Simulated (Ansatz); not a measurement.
The system is P.

```xyz
4
Lattice="1.6477 -5.4650 0.0000 1.6477 5.4650 0.0000 0.0000 0.0000 4.5436" Properties=species:S:1:pos:R:3 pbc="T T T"
P     1.6477   -4.4173    2.6754
P     1.6477    4.4173    1.8683
P     1.6477   -1.0477    0.4035
P     1.6477    1.0477    4.1401
```

Base run:

```yaml
Program: Ansatz 0.2.0
Functional: revPBE
Potentials_or_basis: Ansatz PAW
Cutoff: "420 eV (not typed: the program's choice for these potentials)"
k_mesh: 5 × 5 × 4
Occupations: fermi-dirac, width 0.05 eV
Spin: no spin polarisation
```

Its results: band gap on the k mesh 0.48 eV, direct; pressure 3.4 GPa; largest force 0.350 eV/Å.

Question: After a change of settings the same cell gave: band gap on the k mesh 1.75 eV, direct; pressure -0.8 GPa; largest force 0.165 eV/Å. Which change was it?
A. functional from revPBE to PBEsol
B. functional from revPBE to LDA
C. functional from revPBE to HSE06
D. functional from revPBE to r2SCAN0; cutoff from 420 eV (not typed: the program's choice for these potentials) to 500 eV (not typed: the program's choice for these potentials)

Answer: D.

r2SCAN0 gives the wider gap, since exact exchange removes part of the self-interaction.

Caveats: odd divisions of the mesh miss points on the zone boundary, where band edges often lie, so the gap on the mesh can be too wide; the PAW data sets come from PBE, with cores solved anew for the run's functional, which leaves a small shift of forces and pressure; the density of states is complete only up to the lowest level of the last band computed; the thresholds are loose for stress (some runs).
